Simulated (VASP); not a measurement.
# Si (Fd-3m) in VASP: phonon dispersion with LDA

Aim: the phonon dispersion of Si with LDA.

All numbers are computed with VASP 6.6.1; they aren't measurements. Logs are shortened: lines on timing, memory, paths and dates and some standing lists are left out, and cuts for length are marked.

### Step 1. The crystal as given

It takes space group Fd-3m (No. 227, cubic). The conventional cell has a = 5.404 Å, b = 5.404 Å, c = 5.404 Å, α = 90.00°, β = 90.00°, γ = 90.00°. Si (site symmetry -43m) is surrounded by 4 Si at 2.34 Å.

The cell was built by a generator and needn't be a form met in nature.

### Step 2. Phonon dispersion, LDA

INCAR reads:

```
SYSTEM = Si
PREC = Accurate
ENCUT = 520
EDIFF = 1E-7
ISMEAR = 0
SIGMA = 0.05
LREAL = Auto
LASPH = .TRUE.
NELM = 60
ALGO = Normal
ISIF = 2
LWAVE = .FALSE.
LCHARG = .FALSE.
IBRION = 6
NFREE = 2
POTIM = 0.015
NSW = 1
LPHON_DISPERSION = .TRUE.
PHON_NWRITE = -3
```

KPOINTS reads:

```
Automatic mesh
0
G
  3 3 3
  0 0 0
```

POSCAR reads:

```
Si
1.0
    0.0000000000      5.4040000000      5.4040000000
    5.4040000000      0.0000000000      5.4040000000
    5.4040000000      5.4040000000      0.0000000000
Si
16
Direct
    0.0000000000      0.0000000000      0.0000000000
    0.0000000000      0.0000000000      0.5000000000
    0.0000000000      0.5000000000      0.0000000000
    0.0000000000      0.5000000000      0.5000000000
    0.5000000000      0.0000000000      0.0000000000
    0.5000000000      0.0000000000      0.5000000000
    0.5000000000      0.5000000000      0.0000000000
    0.5000000000      0.5000000000      0.5000000000
    0.1250000000      0.1250000000      0.1250000000
    0.1250000000      0.1250000000      0.6250000000
    0.1250000000      0.6250000000      0.1250000000
    0.1250000000      0.6250000000      0.6250000000
    0.6250000000      0.1250000000      0.1250000000
    0.6250000000      0.1250000000      0.6250000000
    0.6250000000      0.6250000000      0.1250000000
    0.6250000000      0.6250000000      0.6250000000
```

QPOINTS reads:

```
path GXWKGLUWLK,UX
8
line-mode
reciprocal
 0.0000000000  0.0000000000  0.0000000000  G
 0.5000000000  0.0000000000  0.5000000000  X

 0.5000000000  0.0000000000  0.5000000000  X
 0.5000000000  0.2500000000  0.7500000000  W

 0.5000000000  0.2500000000  0.7500000000  W
 0.3750000000  0.3750000000  0.7500000000  K

 0.3750000000  0.3750000000  0.7500000000  K
 0.0000000000  0.0000000000  0.0000000000  G

 0.0000000000  0.0000000000  0.0000000000  G
 0.5000000000  0.5000000000  0.5000000000  L

 0.5000000000  0.5000000000  0.5000000000  L
 0.6250000000  0.2500000000  0.6250000000  U

 0.6250000000  0.2500000000  0.6250000000  U
 0.5000000000  0.2500000000  0.7500000000  W

 0.5000000000  0.2500000000  0.7500000000  W
 0.5000000000  0.5000000000  0.5000000000  L

 0.5000000000  0.5000000000  0.5000000000  L
 0.3750000000  0.3750000000  0.7500000000  K

 0.6250000000  0.2500000000  0.6250000000  U
 0.5000000000  0.0000000000  0.5000000000  X
```

Potentials or basis: VASP PAW LDA potentials, release 64 (Si).

Launch:

```
cat potpaw_LDA.64/Si/POTCAR > POTCAR
mpirun -np 1 vasp_std > vasp.out
```

OUTCAR:

```text
SYSTEM = Si
   PREC = Accurate
   ENCUT = 520
   EDIFF = 1E-7
   ISMEAR = 0
   LREAL = Auto
   LASPH = .TRUE.
   NELM = 60
   ISIF = 2
   IBRION = 6
   NFREE = 2
   POTIM = 0.015
   NSW = 1

 ion  position               nearest neighbor table
   1  0.000  0.000  0.000-   9 2.34  10 2.34  11 2.34  13 2.34
   2  0.000  0.000  0.500-   9 2.34  10 2.34  12 2.34  14 2.34
   3  0.000  0.500  0.000-   9 2.34  11 2.34  12 2.34  15 2.34
   4  0.000  0.500  0.500-  10 2.34  11 2.34  12 2.34  16 2.34
   5  0.500  0.000  0.000-   9 2.34  13 2.34  14 2.34  15 2.34
   6  0.500  0.000  0.500-  10 2.34  13 2.34  14 2.34  16 2.34
[... 8 lines left out ...]
  15  0.625  0.625  0.125-   3 2.34   5 2.34   7 2.34   8 2.34
  16  0.625  0.625  0.625-   4 2.34   6 2.34   7 2.34   8 2.34
[... 6 lines left out ...]
 A1 = (   0.0000000000,   5.4040000000,   5.4040000000)
 A2 = (   5.4040000000,   0.0000000000,   5.4040000000)
 A3 = (   5.4040000000,   5.4040000000,   0.0000000000)

Analysis of symmetry for initial positions (statically):
=====================================================================
 Subroutine PRICEL returns following result:

  LATTYP: Found a face centered cubic cell.
 ALAT       =     5.4040000000

  Lattice vectors:

 A1 = (   0.0000000000,   2.7020000000,   2.7020000000)
 A2 = (   2.7020000000,   0.0000000000,   2.7020000000)
 A3 = (   2.7020000000,   2.7020000000,   0.0000000000)

   8 primitive cells build up your supercell.

 Routine SETGRP: Setting up the symmetry group for a
 face centered cubic supercell.

 Subroutine GETGRP returns: Found 48 space group operations
 (whereof 24 operations were pure point group operations)
 out of a pool of 48 trial point group operations.

The static configuration has the point symmetry T_d .
 The point group associated with its full space group is O_h .

Analysis of symmetry for dynamics (positions and initial velocities):
=====================================================================
 Subroutine PRICEL returns following result:

  LATTYP: Found a face centered cubic cell.
 ALAT       =     5.4040000000

  Lattice vectors:

 A1 = (   0.0000000000,   2.7020000000,   2.7020000000)
 A2 = (   2.7020000000,   0.0000000000,   2.7020000000)
 A3 = (   2.7020000000,   2.7020000000,   0.0000000000)

   8 primitive cells build up your supercell.

 Routine SETGRP: Setting up the symmetry group for a
 face centered cubic supercell.

 Subroutine GETGRP returns: Found 48 space group operations
 (whereof 24 operations were pure point group operations)
 out of a pool of 48 trial point group operations.

The dynamic configuration has the point symmetry T_d .
 The point group associated with its full space group is O_h .

 Subroutine INISYM returns: Found 48 space group operations
 (whereof 24 operations are pure point group operations),
 and found     8 'primitive' translations

----------------------------------------------------------------------------------------

                                     Primitive cell

  volume of cell :      39.4535

  direct lattice vectors                    reciprocal lattice vectors
     0.000000000  2.702000000  2.702000000    -0.185048113  0.185048113  0.185048113
     2.702000000  0.000000000  2.702000000     0.185048113 -0.185048113  0.185048113
     2.702000000  2.702000000  0.000000000     0.185048113  0.185048113 -0.185048113

  length of vectors
     3.821205046  3.821205046  3.821205046     0.320512733  0.320512733  0.320512733

[... 48 lines left out ...]
   NGXF,Y,Z  is equivalent  to a cutoff of  26.10, 26.10, 26.10 a.u.
 SYSTEM =  Si
   PREC   = accura    normal or accurate (medium, high low for compatibility)
   ISTART =      0    job   : 0-new  1-cont  2-samecut
   ICHARG =      2    charge: 1-file 2-atom 10-const
   ISPIN  =      1    spin polarized calculation?
   LNONCOLLINEAR =      F non collinear calculations
   LSORBIT =      F    spin-orbit coupling
   LASPH  =      T    aspherical Exc in radial PAW
   ENCUT  =  520.0 eV  38.22 Ry    6.18 a.u.  14.21 14.21 14.21*2*pi/ulx,y,z
   NELM   =     60;   NELMIN=  2; NELMDL= -5     # of ELM steps
   EDIFF  = 0.1E-06   stopping-criterion for ELM
   LREAL  =      T    real-space projection
   EDIFFG = 0.1E-05   stopping-criterion for IOM
   NSW    =    229    number of steps for IOM
   IBRION =      6    ionic relax: 0-MD 1-quasi-New 2-CG
   NFREE  =      2    steps in history (QN), initial steepest desc. (CG)
   ISIF   =      2    stress and relaxation
   ISYM   =      2    0-nonsym 1-usesym 2-fastsym
   POTIM  = 0.0150    time-step for ionic-motion
   TEBEG  =    0.0;   TEEND  =   0.0 temperature during run
   PSTRESS=    0.0 pullay stress
   NELECT =      64.0000    total number of electrons
   NUPDOWN=      -1.0000    fix difference up-down
   EMIN   =  10.00;   EMAX   =-10.00  energy-range for DOS
   EFERMI =   0.00;   METHOD = LEGACY
   ISMEAR =     0;   SIGMA  =   0.05  broadening in eV -4-tet -1-fermi 0-gaus
   EFERMI_NEDOS =   21; number of points for ismear=-14 and -15
   IALGO  =     38    algorithm
   IMIX   =      4    mixing-type and parameters
     AMIX     =   0.40;   BMIX     =  1.00
     AMIX_MAG =   1.60;   BMIX_MAG =  1.00
  volume/ion in A,a.u.               =      19.73       133.12
  Fermi-wavevector in a.u.,A,eV,Ry     =   0.961781  1.817502 12.585695  0.925023
  Thomas-Fermi vector in A             =   2.091183
   LORBIT       =      0    0 simple, 1 ext, 2 COOP (PROOUT), +10 PAW based schemes
   GGA     = CA    functional components
   LHFCALC =     F    Hartree Fock is set to
   AEXX    =    0.0000 exact exchange contribution
   IVDW    =     0    specifies the selected vdW correction
   LEPSILON=     F    determine dielectric tensor
   LRPA    =     F    only Hartree local field effects (RPA)
 finite differences with symmetry
 non-spin polarized calculation
 Gauss-broadening in eV      SIGMA  =   0.05
  energy-cutoff  :      520.00
  volume of cell :      315.63
 maximum number of plane-waves:      8502
 NGX is ok and might be reduce to    60
   NGX = 29   NGY = 29   NGZ = 29

--------------------------------------- Ionic step        1  -------------------------------------------

 number of electron      63.9999999 magnetization

 Free energy of the ion-electron system (eV)
  ---------------------------------------------------
  ext. energy  EPLUGINS =         0.00000000
  ---------------------------------------------------
  free energy    TOTEN  =       -95.15741594 eV

  energy without entropy =      -95.15741594  energy(sigma->0) =      -95.15741594

------------------------ aborting loop because EDIFF is reached ----------------------------------------

  FORCE on cell =-STRESS in cart. coord.  units (eV):
  Direction    XX          YY          ZZ          XY          YZ          ZX
  --------------------------------------------------------------------------------------
  -------------------------------------------------------------------------------------
  Total        0.0426524      0.0426524      0.0426524      0.0000000      0.0000000     -0.0000000
  in kB        0.2165101      0.2165101      0.2165101      0.0000000      0.0000000     -0.0000000
  external PRESSURE =       0.2165101 kB  Pullay stress =       0.0000000 kB
[... 87 lines left out ...]
--------------------------------------- Ionic step        3  -------------------------------------------

 number of electron      63.9999999 magnetization

 Free energy of the ion-electron system (eV)
  ---------------------------------------------------
  ext. energy  EPLUGINS =         0.00000000
  ---------------------------------------------------
  free energy    TOTEN  =       -95.15584011 eV

  energy without entropy =      -95.15584011  energy(sigma->0) =      -95.15584011

 E-fermi :   6.1781     XC(G=0):  -9.6585

 val. band max:        5.9395211009   @ k =   0.0000   0.0000   0.0000
 cond. band min:       6.4919043472   @ k =   0.0000   0.0000   0.0000
 fundamental gap:      0.5523832463
 Fermi energy:         6.1780936770

 k-point     1 :       0.0000    0.0000    0.0000
  band No.  band energies     occupation
      1      -6.1313      2.00000
      2      -3.7614      2.00000
      3      -3.7571      2.00000
      4      -3.7513      2.00000
      5      -3.7471      2.00000
      6      -1.9448      2.00000
[... 384 lines left out ...]
  FREE ENERGIE OF THE ION-ELECTRON SYSTEM (eV)
  ---------------------------------------------------
  free  energy   TOTEN  =       -95.1558401058 eV

  energy  without entropy=      -95.1558401058  energy(sigma->0) =      -95.15584011

 INTERNAL STRAIN TENSORS FROM DISPLACED ATOMS
 ============================================

 INTERNAL STRAIN TENSOR FOR ION    1 for displacements in x,y,z  (eV/Angst):
          X           Y           Z          XY          YZ          ZX
  --------------------------------------------------------------------------------
  x    -0.00000     0.00000     0.00000     0.00000     9.80860     0.00000
  y     0.00000     0.00000     0.00000     0.00000     0.00000     9.80860
  z     0.00000     0.00000     0.00000     9.80860    -0.00000     0.00000
[... 8 lines left out ...]
 INTERNAL STRAIN TENSOR FOR ION   16 for displacements in x,y,z  (eV/Angst):
          X           Y           Z          XY          YZ          ZX
  --------------------------------------------------------------------------------
  x     0.00000    -0.00000    -0.00000     0.00000    -9.80860    -0.00000
  y    -0.00000    -0.00000    -0.00000    -0.00000     0.00000    -9.80860
  z    -0.00000    -0.00000    -0.00000    -9.80860     0.00000     0.00000

 Eigenvectors and eigenvalues of the dynamical matrix
   1 f  =   15.418558 THz    96.877654 2PiTHz  514.307719 cm-1    63.766002 meV
   2 f  =   15.418558 THz    96.877654 2PiTHz  514.307719 cm-1    63.766002 meV
   3 f  =   15.418558 THz    96.877654 2PiTHz  514.307719 cm-1    63.766002 meV
   4 f  =   14.673435 THz    92.195913 2PiTHz  489.453116 cm-1    60.684425 meV
   5 f  =   14.673435 THz    92.195913 2PiTHz  489.453116 cm-1    60.684425 meV
   6 f  =   14.673435 THz    92.195913 2PiTHz  489.453116 cm-1    60.684425 meV
[... 37 lines left out ...]
  44 f  =    3.148379 THz    19.781846 2PiTHz  105.018605 cm-1    13.020642 meV
  45 f  =    3.148379 THz    19.781846 2PiTHz  105.018605 cm-1    13.020642 meV
  46 f/i=    0.000001 THz     0.000004 2PiTHz    0.000022 cm-1     0.000003 meV
  47 f/i=    0.000001 THz     0.000005 2PiTHz    0.000024 cm-1     0.000003 meV
  48 f/i=    0.000001 THz     0.000005 2PiTHz    0.000025 cm-1     0.000003 meV

 ELASTIC MODULI CONTR FROM IONIC RELAXATION (kBar)
 Direction    XX          YY          ZZ          XY          YZ          ZX
 --------------------------------------------------------------------------------
 XX          -0.0000     -0.0000      0.0000     -0.0000      0.0000     -0.0000
 YY          -0.0000     -0.0000     -0.0000     -0.0000     -0.0000     -0.0000
 ZZ           0.0000     -0.0000     -0.0000     -0.0000     -0.0000     -0.0000
 XY          -0.0000     -0.0000     -0.0000   -286.0278     -0.0000     -0.0000
 YZ           0.0000     -0.0000     -0.0000     -0.0000   -286.0278      0.0000
 ZX          -0.0000     -0.0000     -0.0000     -0.0000      0.0000   -286.0278
 --------------------------------------------------------------------------------
[... 633 lines left out ...]
 q-point No.           q_x           q_y           q_z  q-path length
          80      0.500000      0.000000      0.500000       1.187860
  frequencies
   [THz]           4.059044      4.059044     12.237191     12.237191     13.809882     13.809882
   [2Pi THz]      25.503724     25.503724     76.888541     76.888541     86.770045     86.770045
   [cm-1]        135.395128    135.395128    408.188769    408.188769    460.648067    460.648067
   [meV]          16.786849     16.786849     50.608934     50.608934     57.113056     57.113056
```

Run time: 2.7 min. Hardware: 1 thread of Intel Xeon Platinum 8488C (Sapphire Rapids), shared host; peak memory 0.4 GiB.

Results:

* Highest phonon frequency: 514 cm⁻¹

Phonon frequencies in cm⁻¹ (negative: imaginary):
| q point | frequencies |
| --- | --- |
| (0.000, 0.000, 0.000) | 0 0 0 514 514 514 |
| (0.500, 0.000, 0.500) | 135 135 408 408 461 461 |
| (0.500, 0.214, 0.714) | 184 184 378 378 472 472 |
| (0.411, 0.339, 0.750) | 136 210 369 393 470 476 |
| (0.161, 0.161, 0.321) | 70 110 210 490 498 503 |
| (0.214, 0.214, 0.214) | 62 62 185 498 505 505 |
| (0.536, 0.429, 0.536) | 108 135 369 410 487 488 |
| (0.607, 0.250, 0.643) | 129 212 369 394 469 476 |
| (0.500, 0.250, 0.750) | 187 187 377 377 472 472 |
| (0.500, 0.500, 0.500) | 105 105 375 412 489 489 |
| (0.393, 0.393, 0.714) | 123 217 359 398 472 479 |
| (0.536, 0.071, 0.536) | 135 146 404 406 461 463 |

Phonon frequencies at the corners of the path (cm⁻¹, interpolated; i marks imaginary ones):
| point | frequencies |
| --- | --- |
| Γ | 0 0 0 514 514 514 |
| X | 135 135 408 408 461 461 |
| W | 187 187 377 377 472 472 |
| K | 127 213 369 395 469 476 |
| L | 105 105 375 412 489 489 |
| U | 127 213 369 395 469 476 |
